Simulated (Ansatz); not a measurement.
# Ni: response to a shear that moves c along a

A series on Ni: a shear that moves c along a, +0 to +6 %; the cell is held and the atoms relax. Wanted: energy, stress and any gap along the series.

Computed with Ansatz 0.2.0 (DFT PBEsol, scalar-relativistic, plane waves, PAW, unless a step's input says otherwise).

3 further runs of the same task are left out: 3 set aside as unsound or not needed.

## Step 1: The system as given

Symmetry: Fm-3m, No. 225, cubic system. The conventional cell has a = 3.463 Å, b = 3.463 Å, c = 3.463 Å, α = 90.00°, β = 90.00°, γ = 90.00°. Ni (site symmetry m-3m) has 12 Ni at 2.45 Å as nearest neighbours.

Structure file:

```
CELL_PARAMETERS angstrom
1.73157 1.73157 0.00000
-1.73157 1.73157 0.00000
0.00000 0.00000 3.46315
ATOMIC_POSITIONS crystal
Ni 0.00000 0.00000 0.00000
Ni 0.50000 0.50000 0.50000
```

The unstrained cell was computed beforehand with the same settings: E(σ→0) = -11609.9467 eV for 2 atoms, gap none (metal).

## Step 2: At +1.0 %

File input.yaml:

```yaml
crystal:
  lattice:
    - [1.7315747009, 1.7315747009, 0.0]
    - [-1.7315747009, 1.7315747009, 0.0]
    - [0.0244881643, 0.0244881643, 3.4631494018]
  atoms:
    - { symbol: Ni, position: [0.0, 0.0, 0.0], spin: 0.73 }
    - { symbol: Ni, position: [0.5, 0.5, 0.5], spin: 0.73 }
basis:
  ecutwfc: 420
kpoints:
  mp_grid: { grid: [22, 22, 16] }
hamiltonian:
  xc: pbesol
scf:
  occupations: { method: gaussian, width: 0.1 }
output:
  forces: true
  stress: true
  eigenvalues: true
  populations: true
magnetization:
  spin_polarized: true
```

The run is started by

```bash
$ ansatz run input.yaml --threads 1 --pin off --max-ram 2560MiB --backend cpu --events-out ev --progress --plain --runs-dir out
```

Standard output, cut to the lines that bear on the results:

```text
Warning: RAYON_NUM_THREADS=1 ignored (pool sized by the plan → 1); use --threads N
[...]
Pseudopotentials: kind: paw
Pseudopotential: Ni, paw, valence charge 18, recommended cutoff 420 eV (normal), Ni.paw.azcp
Functional definition: PBEsol
[...]
Crystal: 2 atoms, lattice volume = 20.767 Å³
Basis set: ecut = 420 eV, 387 PW (Γ), exchange–correlation on 36×36×48 points (8 copies of the dense FFT grid, shifted against one another)
Bands: 23, of which v1, the nominal top of the filled ones, is band 18 counted from 1 (17 counted from 0)
Symmetry: 8 space group operations
Space group: C2/m (ITA 12), of the structure as read, at distance tolerance 2.7e-5 Å
Magnetic group: BNS 12.58 (UNI 65), of the structure as read, at distance tolerance 2.7e-5 Å
k-points: 2136 of 7744
[...]
Starting moments: Σ|m| = 1.46 μB on 2 of 2 sites
[...]
SCF iter   1: F=—  HF=-11608.624778 eV  |F-HF|=—  |Δ(HF+E_count)|=         —  Δρ=1.00e-1 (↑2.52e-2 ↓1.00e-1)  dr2=1.88e0  dr2_m=2.82e-1  M=1.659 μB ∫|m|=1.751 μB  β_m=0.30  ethr=3.10e-3  ⟨swp⟩=4.7  Hψ=353167  notcnv=0
[...]
SCF iter  11: F=-11609.953997 eV  HF=-11609.953997 eV  |F-HF|=9.66e-10  |Δ(HF+E_count)|=   1.82e-9  Δρ=2.19e-6 (↑1.06e-6 ↓2.19e-6)  dr2=1.21e-9  dr2_m=7.84e-11  M=1.264 μB ∫|m|=1.422 μB  ethr=2.11e-12  ⟨swp⟩=2.7  Hψ=308626  notcnv=0
[...]
SCF converged after 11 iterations
Magnetization: 1.2640 μB (18.6320 up, 17.3680 down)
Absolute magnetization: 1.4233 μB (∫|ρ↑−ρ↓|, with the PAW one-centre terms)
Spin contamination: 0.0113 ħ² per cell (⟨S²⟩ above its minimum at these occupations)
Per-site moments (μB) at R_I (Å): [(0.6665682914204655, 1.0065844100983434), (0.6665682914204645, 1.0065844100983434)]
Free energy (F): -11609.953997 eV
[...]
E sigma→0 (E₀):  -11609.945721 eV
Entropy (-TS):   -0.016551 eV (-8.275 meV/atom)
Fermi energy:    19.092615 eV
[...]
--- Forces (eV/Å), atoms counted from 1 ---
  atom   1  Ni     0.00000000     0.00000000     0.00000000
  atom   2  Ni    -0.00000000     0.00000000    -0.00000000
[...]
--- Stress (GPa, compression-positive) ---
        0.041705      -0.008632      -1.066093
       -0.008632       0.041705      -1.066093
       -1.066093      -1.066093      -0.008615
  P = ⅓ Tr σ = 0.0249 GPa (0.249 kbar)
--- Band table (eV; the first three rows and the last of 4272) ---
  k-point 0 ↑: bands = ["-84.3592", "-84.3032", "-44.9858", "-44.8342", "-44.8331", "-44.7417", "-44.7362", "-44.7312", "9.5834", "14.0708", "14.5823", "16.4712", "16.5057", "16.5411", "17.7710", "17.7734", "18.5435", "18.6481", "18.6506", "21.4109", "28.6274", "34.2026", "34.2052"]
[...]
--- Löwdin populations: 2 sites ---
  site symbol       q [e]    m [muB]
     0     Ni     17.7758     0.6592
     1     Ni     17.7758     0.6592
  spilling = 0.012455 (of n_electrons = 36.000000)
```

Run time: 96 s. Hardware: 1 thread of Intel Xeon 6975P-C (Granite Rapids), shared host; peak memory 1.7 GiB.

By site:

| atom | moment in the atom's sphere (μB) | Löwdin electrons |
| --- | --- | --- |
| Ni1 | 0.67 | 17.78 |
| Ni2 | 0.67 | 17.78 |

The Löwdin counts miss 0.45 of the 36 electrons, which the atomic orbitals do not span, so they are no charges.

The cell is held at each strain. Atoms start from the nearest strain of the same sign that is done. Symmetry fixes all atoms here, so a single point is enough.

## Step 3: At +2.0 %

input.yaml: that of step 2 with these lines changed.

```diff
@@ -4,3 +4,3 @@
     - [-1.7315747009, 1.7315747009, 0.0]
-    - [0.0244881643, 0.0244881643, 3.4631494018]
+    - [0.0489763285, 0.0489763285, 3.4631494018]
   atoms:
```

The run is started by

```bash
$ ansatz run input.yaml --threads 1 --pin off --max-ram 2560MiB --backend cpu --events-out ev --progress --plain --runs-dir out
```

Standard output, cut to the lines that bear on the results:

```text
Warning: RAYON_NUM_THREADS=1 ignored (pool sized by the plan → 1); use --threads N
[...]
Pseudopotentials: kind: paw
Pseudopotential: Ni, paw, valence charge 18, recommended cutoff 420 eV (normal), Ni.paw.azcp
Functional definition: PBEsol
[...]
Crystal: 2 atoms, lattice volume = 20.767 Å³
Basis set: ecut = 420 eV, 387 PW (Γ), exchange–correlation on 36×36×48 points (8 copies of the dense FFT grid, shifted against one another)
Bands: 23, of which v1, the nominal top of the filled ones, is band 18 counted from 1 (17 counted from 0)
Symmetry: 8 space group operations
Space group: C2/m (ITA 12), of the structure as read, at distance tolerance 2.7e-5 Å
Magnetic group: BNS 12.58 (UNI 65), of the structure as read, at distance tolerance 2.7e-5 Å
k-points: 2136 of 7744
[...]
Starting moments: Σ|m| = 1.46 μB on 2 of 2 sites
[...]
Absolute magnetization: 1.4227 μB (∫|ρ↑−ρ↓|, with the PAW one-centre terms)
Spin contamination: 0.0113 ħ² per cell (⟨S²⟩ above its minimum at these occupations)
Per-site moments (μB) at R_I (Å): [(0.6666257939452425, 1.0030703270780108), (0.6666257939452414, 1.0030703270780108)]
Free energy (F): -11609.951066 eV
[...]
E sigma→0 (E₀):  -11609.942784 eV
Entropy (-TS):   -0.016563 eV (-8.282 meV/atom)
Fermi energy:    19.091940 eV
[...]
--- Forces (eV/Å), atoms counted from 1 ---
  atom   1  Ni    -0.00000000     0.00000000     0.00000000
  atom   2  Ni     0.00000000     0.00000000    -0.00000000
[...]
--- Stress (GPa, compression-positive) ---
        0.056833      -0.034946      -2.131864
       -0.034946       0.056833      -2.131864
       -2.131864      -2.131864       0.135212
  P = ⅓ Tr σ = 0.0830 GPa (0.830 kbar)
--- Band table (eV; the first three rows and the last of 4272) ---
[... band rows left out ...]
[...]
--- Löwdin populations: 2 sites ---
  site symbol       q [e]    m [muB]
     0     Ni     17.7758     0.6590
     1     Ni     17.7758     0.6590
  spilling = 0.012454 (of n_electrons = 36.000000)
```

Run time: 1.8 min. Hardware: 1 thread of Intel Xeon 6975P-C (Granite Rapids), shared host; peak memory 1.7 GiB.

Site by site:

| atom | moment in the atom's sphere (μB) | Löwdin electrons |
| --- | --- | --- |
| Ni1 | 0.67 | 17.78 |
| Ni2 | 0.67 | 17.78 |

The Löwdin counts miss 0.45 of the 36 electrons, which the atomic orbitals do not span, so they are no charges.

## Step 4: The cell strained by +3.0 %

input.yaml: that of step 3 with these lines changed.

```diff
@@ -4,3 +4,3 @@
     - [-1.7315747009, 1.7315747009, 0.0]
-    - [0.0489763285, 0.0489763285, 3.4631494018]
+    - [0.0734644928, 0.0734644928, 3.4631494018]
   atoms:
```

The run is started by

```bash
$ ansatz run input.yaml --threads 1 --pin off --max-ram 2560MiB --backend cpu --events-out ev --progress --plain --runs-dir out
```

Standard output, cut to the lines that bear on the results:

```text
Warning: RAYON_NUM_THREADS=1 ignored (pool sized by the plan → 1); use --threads N
[...]
Pseudopotentials: kind: paw
Pseudopotential: Ni, paw, valence charge 18, recommended cutoff 420 eV (normal), Ni.paw.azcp
Functional definition: PBEsol
[...]
Crystal: 2 atoms, lattice volume = 20.767 Å³
Basis set: ecut = 420 eV, 387 PW (Γ), exchange–correlation on 36×36×48 points (8 copies of the dense FFT grid, shifted against one another)
Bands: 23, of which v1, the nominal top of the filled ones, is band 18 counted from 1 (17 counted from 0)
Symmetry: 8 space group operations
Space group: C2/m (ITA 12), of the structure as read, at distance tolerance 2.7e-5 Å
Magnetic group: BNS 12.58 (UNI 65), of the structure as read, at distance tolerance 2.7e-5 Å
k-points: 2136 of 7744
[...]
Starting moments: Σ|m| = 1.46 μB on 2 of 2 sites
[...]
Absolute magnetization: 1.4217 μB (∫|ρ↑−ρ↓|, with the PAW one-centre terms)
Spin contamination: 0.0113 ħ² per cell (⟨S²⟩ above its minimum at these occupations)
Per-site moments (μB) at R_I (Å): [(0.6664422129372713, 0.9995949304981487), (0.6664422129372709, 0.9995949304981487)]
Free energy (F): -11609.946183 eV
[...]
E sigma→0 (E₀):  -11609.937888 eV
Entropy (-TS):   -0.016590 eV (-8.295 meV/atom)
Fermi energy:    19.090922 eV
[...]
--- Forces (eV/Å), atoms counted from 1 ---
  atom   1  Ni     0.00000000     0.00000000    -0.00000000
  atom   2  Ni     0.00000000     0.00000000    -0.00000000
[...]
--- Stress (GPa, compression-positive) ---
        0.081650      -0.079864      -3.194951
       -0.079864       0.081650      -3.194951
       -3.194951      -3.194951       0.373796
  P = ⅓ Tr σ = 0.1790 GPa (1.790 kbar)
--- Band table (eV; the first three rows and the last of 4272) ---
[... band rows left out ...]
[...]
--- Löwdin populations: 2 sites ---
  site symbol       q [e]    m [muB]
     0     Ni     17.7759     0.6586
     1     Ni     17.7759     0.6586
  spilling = 0.012451 (of n_electrons = 36.000000)
```

Wall time 1.7 min (1 thread of Intel Xeon 6975P-C (Granite Rapids), shared host); peak memory 1.7 GiB.

By site:

| atom | moment in the atom's sphere (μB) | Löwdin electrons |
| --- | --- | --- |
| Ni1 | 0.67 | 17.78 |
| Ni2 | 0.67 | 17.78 |

The Löwdin counts miss 0.45 of the 36 electrons, which the atomic orbitals do not span, so they are no charges.

## Step 5: At +4.0 %

input.yaml: that of step 4 with these lines changed.

```diff
@@ -4,3 +4,3 @@
     - [-1.7315747009, 1.7315747009, 0.0]
-    - [0.0734644928, 0.0734644928, 3.4631494018]
+    - [0.0979526571, 0.0979526571, 3.4631494018]
   atoms:
```

The run is started by

```bash
$ ansatz run input.yaml --threads 1 --pin off --max-ram 2560MiB --backend cpu --events-out ev --progress --plain --runs-dir out
```

Standard output, cut to the lines that bear on the results:

```text
Warning: RAYON_NUM_THREADS=1 ignored (pool sized by the plan → 1); use --threads N
[...]
Pseudopotentials: kind: paw
Pseudopotential: Ni, paw, valence charge 18, recommended cutoff 420 eV (normal), Ni.paw.azcp
Functional definition: PBEsol
[...]
Crystal: 2 atoms, lattice volume = 20.767 Å³
Basis set: ecut = 420 eV, 385 PW (Γ), exchange–correlation on 36×36×48 points (8 copies of the dense FFT grid, shifted against one another)
Bands: 23, of which v1, the nominal top of the filled ones, is band 18 counted from 1 (17 counted from 0)
Symmetry: 8 space group operations
Space group: C2/m (ITA 12), of the structure as read, at distance tolerance 2.7e-5 Å
Magnetic group: BNS 12.58 (UNI 65), of the structure as read, at distance tolerance 2.7e-5 Å
k-points: 2136 of 7744
[...]
Starting moments: Σ|m| = 1.46 μB on 2 of 2 sites
[...]
Absolute magnetization: 1.4201 μB (∫|ρ↑−ρ↓|, with the PAW one-centre terms)
Spin contamination: 0.0113 ħ² per cell (⟨S²⟩ above its minimum at these occupations)
Per-site moments (μB) at R_I (Å): [(0.6659891035756953, 0.9961586252809892), (0.6659891035756947, 0.9961586252809892)]
Free energy (F): -11609.939358 eV
[...]
E sigma→0 (E₀):  -11609.931043 eV
Entropy (-TS):   -0.016629 eV (-8.315 meV/atom)
Fermi energy:    19.089452 eV
[...]
--- Forces (eV/Å), atoms counted from 1 ---
  atom   1  Ni    -0.00000000     0.00000000    -0.00000000
  atom   2  Ni     0.00000000    -0.00000000    -0.00000000
[...]
--- Stress (GPa, compression-positive) ---
        0.117877      -0.144221      -4.251525
       -0.144221       0.117877      -4.251525
       -4.251525      -4.251525       0.708239
  P = ⅓ Tr σ = 0.3147 GPa (3.147 kbar)
--- Band table (eV; the first three rows and the last of 4272) ---
[... band rows left out ...]
[...]
--- Löwdin populations: 2 sites ---
  site symbol       q [e]    m [muB]
     0     Ni     17.7760     0.6579
     1     Ni     17.7760     0.6579
  spilling = 0.012445 (of n_electrons = 36.000000)
```

Run time: 97 s. Hardware: 1 thread of Intel Xeon 6975P-C (Granite Rapids), shared host; peak memory 1.7 GiB.

By site:

| atom | moment in the atom's sphere (μB) | Löwdin electrons |
| --- | --- | --- |
| Ni1 | 0.67 | 17.78 |
| Ni2 | 0.67 | 17.78 |

The Löwdin counts miss 0.45 of the 36 electrons, which the atomic orbitals do not span, so they are no charges.

## Step 6: At +6.0 %

input.yaml: that of step 5 with these lines changed.

```diff
@@ -4,3 +4,3 @@
     - [-1.7315747009, 1.7315747009, 0.0]
-    - [0.0979526571, 0.0979526571, 3.4631494018]
+    - [0.1469289856, 0.1469289856, 3.4631494018]
   atoms:
```

The run is started by

```bash
$ ansatz run input.yaml --threads 1 --pin off --max-ram 2560MiB --backend cpu --events-out ev --progress --plain --runs-dir out
```

Standard output, cut to the lines that bear on the results:

```text
Warning: RAYON_NUM_THREADS=1 ignored (pool sized by the plan → 1); use --threads N
[...]
Pseudopotentials: kind: paw
Pseudopotential: Ni, paw, valence charge 18, recommended cutoff 420 eV (normal), Ni.paw.azcp
Functional definition: PBEsol
[...]
Crystal: 2 atoms, lattice volume = 20.767 Å³
Basis set: ecut = 420 eV, 389 PW (Γ), exchange–correlation on 36×36×48 points (8 copies of the dense FFT grid, shifted against one another)
Bands: 23, of which v1, the nominal top of the filled ones, is band 18 counted from 1 (17 counted from 0)
Symmetry: 8 space group operations
Space group: C2/m (ITA 12), of the structure as read, at distance tolerance 2.7e-5 Å
Magnetic group: BNS 12.58 (UNI 65), of the structure as read, at distance tolerance 2.7e-5 Å
k-points: 2136 of 7744
[...]
Starting moments: Σ|m| = 1.46 μB on 2 of 2 sites
[...]
Absolute magnetization: 1.4156 μB (∫|ρ↑−ρ↓|, with the PAW one-centre terms)
Spin contamination: 0.0113 ħ² per cell (⟨S²⟩ above its minimum at these occupations)
Per-site moments (μB) at R_I (Å): [(0.6643075392334974, 0.9894049135362117), (0.6643075392334972, 0.9894049135362117)]
Free energy (F): -11609.919942 eV
[...]
E sigma→0 (E₀):  -11609.911577 eV
Entropy (-TS):   -0.016731 eV (-8.365 meV/atom)
Fermi energy:    19.085447 eV
[...]
--- Forces (eV/Å), atoms counted from 1 ---
  atom   1  Ni    -0.00000000     0.00000000     0.00000000
  atom   2  Ni     0.00000000     0.00000000     0.00000000
[...]
--- Stress (GPa, compression-positive) ---
        0.224552      -0.332580      -6.330609
       -0.332580       0.224552      -6.330609
       -6.330609      -6.330609       1.659511
  P = ⅓ Tr σ = 0.7029 GPa (7.029 kbar)
--- Band table (eV; the first three rows and the last of 4272) ---
[... band rows left out ...]
[...]
--- Löwdin populations: 2 sites ---
  site symbol       q [e]    m [muB]
     0     Ni     17.7764     0.6558
     1     Ni     17.7764     0.6558
  spilling = 0.012425 (of n_electrons = 36.000000)
```

Wall time 97 s (1 thread of Intel Xeon 6975P-C (Granite Rapids), shared host); peak memory 1.7 GiB.

By site:

| atom | moment in the atom's sphere (μB) | Löwdin electrons |
| --- | --- | --- |
| Ni1 | 0.66 | 17.78 |
| Ni2 | 0.66 | 17.78 |

The Löwdin counts miss 0.45 of the 36 electrons, which the atomic orbitals do not span, so they are no charges.

## Step 7: The series

Lengths are those of the vectors of the cell that was run; stresses in GPa:

| strain (%) | ΔE (meV/atom) | a (Å) | b (Å) | c (Å) | σxx | σyy | σzz | σyz | σxz | σxy | moment (μB/cell) |
| --- | --- | --- | --- | --- | --- | --- | --- | --- | --- | --- | --- |
| +0.0 | 0.0 | 2.449 | 2.449 | 3.463 | 0.04 | 0.04 | -0.06 | 0.00 | 0.00 | 0.00 | 1.26 |
| +1.0 | 0.5 | 2.449 | 2.449 | 3.463 | 0.04 | 0.04 | -0.01 | -1.07 | -1.07 | -0.01 | 1.26 |
| +2.0 | 2.0 | 2.449 | 2.449 | 3.464 | 0.06 | 0.06 | 0.14 | -2.13 | -2.13 | -0.03 | 1.26 |
| +3.0 | 4.4 | 2.449 | 2.449 | 3.465 | 0.08 | 0.08 | 0.37 | -3.19 | -3.19 | -0.08 | 1.26 |
| +4.0 | 7.8 | 2.449 | 2.449 | 3.466 | 0.12 | 0.12 | 0.71 | -4.25 | -4.25 | -0.14 | 1.26 |
| +6.0 | 17.6 | 2.449 | 2.449 | 3.469 | 0.22 | 0.22 | 1.66 | -6.33 | -6.33 | -0.33 | 1.26 |

ΔE is over the unstrained cell. Stress in GPa, positive in compression, on the Cartesian axes of the input. 

## Step 8: Summary of results

| quantity | value |
| --- | --- |
| largest energy cost | 17.6 meV/atom at +6.0 % |
| (1/V) d²E/dε², parabola through all points | 150 GPa |

**Reading.** A parabola through all points has a curvature of 150 GPa, a rough value of the shear constant of this plane and direction.
